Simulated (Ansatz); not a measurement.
Runs of Ansatz 0.2.0 on MgS (Niningerite). The structure is cubic, space group Fm-3m (No. 225). Conventional cell: a = 5.203 Å, b = 5.203 Å, c = 5.203 Å, α = 90.00°, β = 90.00°, γ = 90.00°. S (site symmetry m-3m) has 6 Mg at 2.60 Å as nearest neighbours. Mg (site symmetry m-3m) has 6 S at 2.60 Å as nearest neighbours. 

| level | gap on the mesh (eV) | pressure (GPa) | relaxed volume (Å³/atom) |
| --- | --- | --- | --- |
| PBEsol+D3(BJ)-ATM | 2.92 | 0.0 | 16.85 |
| PBEsol+D3(BJ) | (a) | 0.0 | 16.76 |
| PBEsol | (b) | 0.0 | (c) |
| PBEsol+D4 | 2.90 | 0.0 | 17.07 |

Alike in all rows: task relaxation of cell and atoms; potentials or basis Ansatz PAW; no spin polarisation; cell relaxed; k mesh 9 × 9 × 9; cutoff (eV) 420; smearing fermi-dirac 0.05 eV.

**Question.** Estimate the missing entries.

**Answer.** (a) 2.93; (b) 2.86; (c) 17.39.

Caveats: odd divisions of the mesh miss points on the zone boundary, where band edges often lie, so the gap on the mesh can be too wide; the plane-wave basis is chosen anew once the cell has moved, so the energies of steps on either side of that aren't comparable; the PAW data sets come from PBE, with cores solved anew for the run's functional, which leaves a small shift of forces and pressure.

A k mesh can miss the band edges.

Runs at the PBE level aren't shown here.
